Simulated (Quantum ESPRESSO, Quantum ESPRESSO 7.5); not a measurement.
## Si/GaAs(110) interfaces, stepped through the in-plane cubic lattice constant

Wanted: a table for Si/GaAs(110) interfaces against the in-plane cubic lattice constant, and what can be fitted to it.

Program: Quantum ESPRESSO 7.5. Level of theory: plane-wave DFT, LDA, GBRV ultrasoft pseudopotentials. Results are calculated unless marked as measured.

### 1. The structure

Symmetry: Imma, No. 74, orthorhombic system. Conventional cell: a = 3.770 Å, b = 3.823 Å, c = 5.332 Å, α = 90.00°, β = 90.00°, γ = 90.00°. Nearest to Si lie 4 Si at 2.31 to 2.33 Å.

As a file:

```cif
data_structure
_symmetry_space_group_name_H-M 'Imma'
_symmetry_Int_Tables_number 74
_cell_length_a 3.7703
_cell_length_b 3.8227
_cell_length_c 5.3320
_cell_angle_alpha 90.000
_cell_angle_beta 90.000
_cell_angle_gamma 90.000
_cell_volume 76.85
loop_
_atom_site_label
_atom_site_type_symbol
_atom_site_symmetry_multiplicity
_atom_site_Wyckoff_symbol
_atom_site_fract_x
_atom_site_fract_y
_atom_site_fract_z
_atom_site_occupancy
Si1 Si 4 e 0.50000 0.25000 0.37500 1
```

Set-up: Each bulk cell keeps the common in-plane lattice and relaxes along the normal and in its atoms; the superlattice is stacked from these relaxed cells and held, so that both halves are the crystals whose edges are computed. Edges are hung on the mean electrostatic potential over one period in the middle of each half. Fermi-Dirac smearing of 0.002 Ry; edges are taken by band count, which loses its meaning where this level closes a crystal's gap.

Members 5.436, 5.488, 5.54 and 5.592 took the same steps and show in the table alone.

### 2. Relaxing cell and ions, 5.332 Å

What the set-up leaves free in this member is relaxed.

m0.first.relax.in

```
&control
  prefix = 'm0.first.relax'
  outdir = './out'
  pseudo_dir = './pseudo'
  nstep = 70
  forc_conv_thr = 0.0004
  calculation = 'vc-relax'
/
&system
  ibrav = 0
  nat = 4
  ntyp = 1
  ecutwfc = 48
  ecutrho = 240
  occupations = 'smearing'
  smearing = 'fd'
  degauss = 0.002
/
&electrons
  conv_thr = 1e-09
  mixing_beta = 0.4
  electron_maxstep = 120
/
&ions
/
&cell
  cell_dofree = 'z'
  press_conv_thr = 0.4
/
ATOMIC_SPECIES
  Si  28.0850  si_lda_v1.uspp.F.UPF
CELL_PARAMETERS angstrom
  5.33200000000000 0.00000000000000 0.00000000000000
  0.00000000000000 3.77029335728667 0.00000000000000
  0.00000000000000 0.00000000000000 3.82270043495296
ATOMIC_POSITIONS crystal
  Si  0.000000000000 0.000000000000 0.000000000000
  Si  0.250000000000 0.500000000000 0.000000000000
  Si  0.500000000000 0.500000000000 0.500000000000
  Si  0.750000000000 0.000000000000 0.500000000000
K_POINTS automatic
  3 4 4 0 0 0
```

Run with:

```sh
> OMP_NUM_THREADS=1 mpirun -n 4 pw.x -nk 2 -in m0.first.relax.in > m0.first.relax.out
```

The program printed:

```text
Program PWSCF v.7.5 starts
[citation notice left out]

     Parallel version (MPI & OpenMP), running on       4 processor cores
     Number of MPI processes:                 4
     Threads/MPI process:                     1

     MPI processes distributed on     1 nodes
[...]
Current dimensions of program PWSCF are:
     Max number of different atomic species (ntypx) = 10
     Max number of k-points (npk) =  40000
     Max angular momentum in pseudopotentials (lmaxx) =  4
     Found identity + ( -0.5000 -0.5000 -0.5000) symmetry
     This is a supercell, fractional translations are disabled
     Message from routine setup:
     using ibrav=0 with symmetry is DISCOURAGED, use correct ibrav instead

     K-points division:     npool     =       2
     R & G space division:  proc/nbgrp/npool/nimage =       2
     Subspace diagonalization in iterative solution of the eigenvalue problem:
     a serial algorithm will be used

     Parallelization info
     --------------------
     sticks:   dense  smooth     PW     G-vecs:    dense   smooth      PW
     Min         687     551    164                16302    11662    1912
     Max         688     552    165                16303    11663    1913
     Sum        1375    1103    329                32605    23325    3825

     Using Slab Decomposition

     bravais-lattice index     =            0
     lattice parameter (alat)  =      10.0760  a.u.
     unit-cell volume          =     518.5996 (a.u.)^3
     number of atoms/cell      =            4
     number of atomic types    =            1
     number of electrons       =        16.00
     number of Kohn-Sham states=           12
     kinetic-energy cutoff     =      48.0000  Ry
     charge density cutoff     =     240.0000  Ry
     scf convergence threshold =      1.0E-09
     mixing beta               =       0.4000
     number of iterations used =            8  plain     mixing
     energy convergence thresh.=      1.0E-04
     force convergence thresh. =      4.0E-04
     press convergence thresh. =      4.0E-01
     Exchange-correlation= SLA  PZ   NOGX NOGC
                           (   1   1   0   0   0   0   0)
     nstep                     =           70

     celldm(1)=  10.076020  celldm(2)=   0.000000  celldm(3)=   0.000000
     celldm(4)=   0.000000  celldm(5)=   0.000000  celldm(6)=   0.000000

     crystal axes: (cart. coord. in units of alat)
               a(1) = (   1.000000   0.000000   0.000000 )
               a(2) = (   0.000000   0.707107   0.000000 )
               a(3) = (   0.000000   0.000000   0.716936 )

     reciprocal axes: (cart. coord. in units 2 pi/alat)
               b(1) = (  1.000000  0.000000  0.000000 )
               b(2) = (  0.000000  1.414214  0.000000 )
               b(3) = (  0.000000  0.000000  1.394825 )

     PseudoPot. # 1 for Si read from file:
     ./pseudo/si_lda_v1.uspp.F.UPF
     Pseudo is Ultrasoft + core correction, Zval =  4.0
     Generated by new atomic code, or converted to UPF format
     Using radial grid of  899 points,  6 beta functions with:
                l(1) =   0
                l(2) =   0
                l(3) =   1
                l(4) =   1
                l(5) =   2
                l(6) =   2
     Q(r) pseudized with  8 coefficients,  rinner =    0.900   0.900   0.900
                                                       0.900   0.900

     atomic species   valence    mass     pseudopotential
     Si                4.00    28.08500     Si( 1.00)

      4 Sym. Ops. (no inversion) found

   Cartesian axes

     site n.     atom                  positions (alat units)
         1        Si     tau(   1) = (   0.0000000   0.0000000   0.0000000  )
         2        Si     tau(   2) = (   0.2500000   0.3535534   0.0000000  )
         3        Si     tau(   3) = (   0.5000000   0.3535534   0.3584678  )
         4        Si     tau(   4) = (   0.7500000   0.0000000   0.3584678  )

     number of k points=    18  Fermi-Dirac smearing, width (Ry)=  0.0020
                       cart. coord. in units 2pi/alat
        k(    1) = (   0.0000000   0.0000000   0.0000000), wk =   0.0416667
        k(    2) = (   0.0000000   0.0000000   0.3487064), wk =   0.0833333
        k(    3) = (   0.0000000   0.0000000  -0.6974127), wk =   0.0416667
        k(    4) = (   0.0000000   0.3535534   0.0000000), wk =   0.0833333
        k(    5) = (   0.0000000   0.3535534   0.3487064), wk =   0.1666667
        k(    6) = (   0.0000000   0.3535534  -0.6974127), wk =   0.0833333
        k(    7) = (   0.0000000  -0.7071068   0.0000000), wk =   0.0416667
        k(    8) = (   0.0000000  -0.7071068   0.3487064), wk =   0.0833333
        k(    9) = (   0.0000000  -0.7071068  -0.6974127), wk =   0.0416667
        k(   10) = (   0.3333333   0.0000000   0.0000000), wk =   0.0833333
[...]
k(   18) = (   0.3333333  -0.7071068  -0.6974127), wk =   0.0833333

     Dense  grid:    32605 G-vectors     FFT dimensions: (  50,  36,  36)

     Smooth grid:    23325 G-vectors     FFT dimensions: (  45,  32,  32)

     Estimated max dynamical RAM per process >      40.78 MB

     Estimated total dynamical RAM >     155.17 MB

     Initial potential from superposition of free atoms

     starting charge      15.9976, renormalised to      16.0000
     Starting wfcs are   16 randomized atomic wfcs

     total cpu time spent up to now is        0.4 secs

     per-process dynamical memory:    19.2 Mb

     Self-consistent Calculation

     iteration #  1     ecut=    48.00 Ry     beta= 0.40
     Davidson diagonalization with overlap
     ethr =  1.00E-02,  avg # of iterations =  3.2

     Threshold (ethr) on eigenvalues was too large:
     Diagonalizing with lowered threshold

     Davidson diagonalization with overlap
     ethr =  7.50E-04,  avg # of iterations =  1.3

     total cpu time spent up to now is        0.9 secs

     total energy              =     -38.51574918 Ry
     estimated scf accuracy    <       0.12781580 Ry

     iteration #  2     ecut=    48.00 Ry     beta= 0.40
[...]
total energy              =     -38.50676470 Ry
     estimated scf accuracy    <       0.03396854 Ry

     iteration #  3     ecut=    48.00 Ry     beta= 0.40
[...]
total energy              =     -38.50951150 Ry
     estimated scf accuracy    <       0.00064884 Ry

     iteration #  4     ecut=    48.00 Ry     beta= 0.40
[...]
total energy              =     -38.50978287 Ry
[...]
0.000000000   3.770293357   0.000000000
   0.000000000   0.000000000   3.847655513

ATOMIC_POSITIONS (crystal)
Si              -0.0012622817        0.0000000000        0.0000000000
Si               0.2512622830        0.5000000000        0.0000000000
Si               0.4987377112        0.5000000000        0.5000000000
Si               0.7512622875        0.0000000000        0.5000000000

[...]
NEW-OLD atomic charge density approx. for the potential
     New effective cutoffs (rho, wfc):  239.92   47.98

     total cpu time spent up to now is        5.2 secs

     per-process dynamical memory:    46.1 Mb

     Self-consistent Calculation

     iteration #  1     ecut=    48.00 Ry     beta= 0.40
     Davidson diagonalization with overlap
     ethr =  1.00E-06,  avg # of iterations =  3.2

     Threshold (ethr) on eigenvalues was too large:
     Diagonalizing with lowered threshold

     Davidson diagonalization with overlap
     ethr =  4.47E-08,  avg # of iterations =  2.8

     total cpu time spent up to now is        5.8 secs

     total energy              =     -38.51023675 Ry
     estimated scf accuracy    <       0.00000661 Ry

[...]
iteration #  6     ecut=    48.00 Ry     beta= 0.40
[...]
End of self-consistent calculation

[...]
the Fermi energy is     6.5921 ev

!    total energy              =     -38.51023698 Ry
     estimated scf accuracy    <          3.7E-12 Ry
     smearing contrib. (-TS)   =      -0.00000975 Ry
     internal energy E=F+TS    =     -38.51022723 Ry

     The total energy is F=E-TS. E is the sum of the following terms:
     one-electron contribution =      10.62355965 Ry
     hartree contribution      =       2.18461289 Ry
     xc contribution           =     -17.33304707 Ry
     ewald contribution        =     -33.98535270 Ry

     convergence has been achieved in   6 iterations

     Forces acting on atoms (cartesian axes, Ry/au):

     atom    1 type  1   force =    -0.00116556    0.00000000    0.00000000
     atom    2 type  1   force =     0.00116556    0.00000000    0.00000000
     atom    3 type  1   force =    -0.00116554    0.00000000    0.00000000
     atom    4 type  1   force =     0.00116554    0.00000000    0.00000000

     Total force =     0.002331     Total SCF correction =     0.000001

     Computing stress (Cartesian axis) and pressure

          total   stress  (Ry/bohr**3)                   (kbar)     P=       20.48
   0.00010418   0.00000000   0.00000000           15.32        0.00        0.00
   0.00000000   0.00027182   0.00000000            0.00       39.99        0.00
   0.00000000   0.00000000   0.00004170            0.00        0.00        6.13

     Energy error            =      1.9E-04 Ry
     Gradient error          =      1.2E-03 Ry/Bohr
     Cell gradient error     =      6.1E+00 kbar

     number of scf cycles    =   3
     number of bfgs steps    =   2

     enthalpy           old  =     -38.5100467589 Ry
     enthalpy           new  =     -38.5102369818 Ry

     CASE: enthalpy          _new < enthalpy          _old

     new trust radius        =       0.0155017264 bohr
     new conv_thr            =            1.9E-11 Ry

     new unit-cell volume =    523.75589 a.u.^3 (    77.61262 Ang^3 )
     density =      2.40354 g/cm^3

CELL_PARAMETERS (angstrom)
   5.332000000   0.000000000   0.000000000
   0.000000000   3.770293357   0.000000000
   0.000000000   0.000000000   3.860708720

ATOMIC_POSITIONS (crystal)
Si              -0.0017431935        0.0000000000        0.0000000000
Si               0.2517431958        0.5000000000        0.0000000000
Si               0.4982568004        0.5000000000        0.5000000000
Si               0.7517431973        0.0000000000        0.5000000000

[...]
NEW-OLD atomic charge density approx. for the potential
     New effective cutoffs (rho, wfc):  239.92   47.98

     total cpu time spent up to now is        7.5 secs

     per-process dynamical memory:    46.1 Mb

[...]
!    total energy              =     -38.51028694 Ry
[...]
Total force =     0.000376     Total SCF correction =     0.000001
[...]
number of bfgs steps    =   3
[...]
new trust radius        =       0.0009792056 bohr
[...]
!    total energy              =     -38.51028725 Ry
[...]
Total force =     0.000176     Total SCF correction =     0.000001
[...]
Self-consistent Calculation

     iteration #  1     ecut=    48.00 Ry     beta= 0.40
     Davidson diagonalization with overlap
     c_bands:  1 eigenvalues not converged
     ethr =  1.00E-06,  avg # of iterations = 14.4

     total cpu time spent up to now is       12.9 secs

     total energy              =     -38.51634234 Ry
     estimated scf accuracy    <       0.12807065 Ry

[...]
iteration # 13     ecut=    48.00 Ry     beta= 0.40
[...]
End of self-consistent calculation

          k = 0.0000 0.0000 0.0000 (  2933 PWs)   bands (ev):

    -5.8321  -1.5702  -1.4825   3.1937   3.5147   6.2121   6.3997   6.4436
     6.6447   7.0090   8.7693   8.8012

          k = 0.0000 0.0000 0.3452 (  2934 PWs)   bands (ev):

    -5.2956  -2.0480  -0.9016   1.8318   3.5688   3.9391   4.6350   6.1164
     7.5052   9.5395   9.5915   9.7876

          k = 0.0000 0.0000-0.6904 (  2924 PWs)   bands (ev):

    -3.7942  -3.7942   0.8177   0.8177   2.4683   2.4683   5.0397   5.0397
     8.7847   8.7847  11.2321  11.2321

          k = 0.0000 0.3536 0.0000 (  2946 PWs)   bands (ev):

    -5.2650  -1.8854  -0.9614   1.9139   3.6468   3.7149   4.7458   5.9168
     7.1717   9.2017   9.3515   9.6826

          k = 0.0000 0.3536 0.3452 (  2932 PWs)   bands (ev):

    -4.7278  -1.4513  -1.3160   2.3105   2.3652   2.7955   4.4095   4.4334
     7.3975   9.3708  10.3025  10.6285

          k = 0.0000 0.3536-0.6904 (  2942 PWs)   bands (ev):

    -3.2210  -3.2210   0.3499   0.3499   2.8895   2.8895   3.4858   3.4858
     8.2585   8.2585   8.9694   8.9694

[...]
the Fermi energy is     6.5467 ev

!    total energy              =     -38.51028795 Ry
     estimated scf accuracy    <          3.3E-12 Ry
     smearing contrib. (-TS)   =      -0.00002148 Ry
     internal energy E=F+TS    =     -38.51026647 Ry

     The total energy is F=E-TS. E is the sum of the following terms:
     one-electron contribution =      10.56884406 Ry
     hartree contribution      =       2.18994546 Ry
     xc contribution           =     -17.32355356 Ry
     ewald contribution        =     -33.94550243 Ry

     convergence has been achieved in  13 iterations

     Forces acting on atoms (cartesian axes, Ry/au):

     atom    1 type  1   force =     0.00008762    0.00000000    0.00000000
     atom    2 type  1   force =    -0.00008763    0.00000000    0.00000000
     atom    3 type  1   force =     0.00008762    0.00000000    0.00000000
     atom    4 type  1   force =    -0.00008761    0.00000000    0.00000000

     Total force =     0.000175     Total SCF correction =     0.000001

     Computing stress (Cartesian axis) and pressure

          total   stress  (Ry/bohr**3)                   (kbar)     P=       16.59
   0.00008485   0.00000000   0.00000000           12.48        0.00        0.00
   0.00000000   0.00025244   0.00000000            0.00       37.14        0.00
   0.00000000   0.00000000   0.00000098            0.00        0.00        0.14

[...]
=------------------------------------------------------------------------------=
   JOB DONE.
=------------------------------------------------------------------------------=
```

Elapsed: 17 s, on 4 MPI ranks of Arm Neoverse V1, shared host; peak memory 0.31 GiB; 69 s of CPU time.

The steps of the relaxation:

```csv
step,energy less that of the first step (eV),largest force (eV/Å),volume (Å³)
1,0.0000,0.1521,76.85
2,-0.0032,0.0903,77.05
3,-0.0058,0.0300,77.35
4,-0.0065,0.0048,77.61
5,-0.0065,0.0023,77.63
6,-0.0065,0.0023,77.63
```

```csv
cell as run,before,after,change
a (Å),5.332,5.332,+0.0 %
b (Å),3.770,3.770,-0.0 %
c (Å),3.823,3.862,+1.0 %
volume (Å³/atom),19.21,19.41,+1.0 %
```

Final coordinates:

```xyz
4
Lattice="5.3320 0.0000 0.0000 0.0000 3.7703 0.0000 0.0000 0.0000 3.8615" Properties=species:S:1:pos:R:3 pbc="T T T"
Si   -0.0093    0.0000    0.0000
Si    1.3423    1.8851    0.0000
Si    2.6567    1.8851    1.9308
Si    4.0083    0.0000    1.9308
```

 The last row is no step: it is a fresh SCF in the final cell with a new plane-wave basis, -0 meV from the row before.

This step gave:

* free energy: -523.9592 eV
* energy at zero smearing: -523.9590 eV
* Fermi energy: 6.547 eV

[end of part 1 of 10]

[Logs are printed without paths, hosts, clocks, repeated set-up lines and the standing remarks that a program may print on its own settings, such as how far it seeks lower states.]

[Hosts, paths, dates, database ids (printed as entryN), source tags and the programs' standing remarks are cut or masked in the printed files.]

[Maps of the electrostatic potential energy from Ansatz leave out the sawtooth potential of an applied field or a dipole correction, so their vacuum need not be flat; planar profiles and work functions include it.]
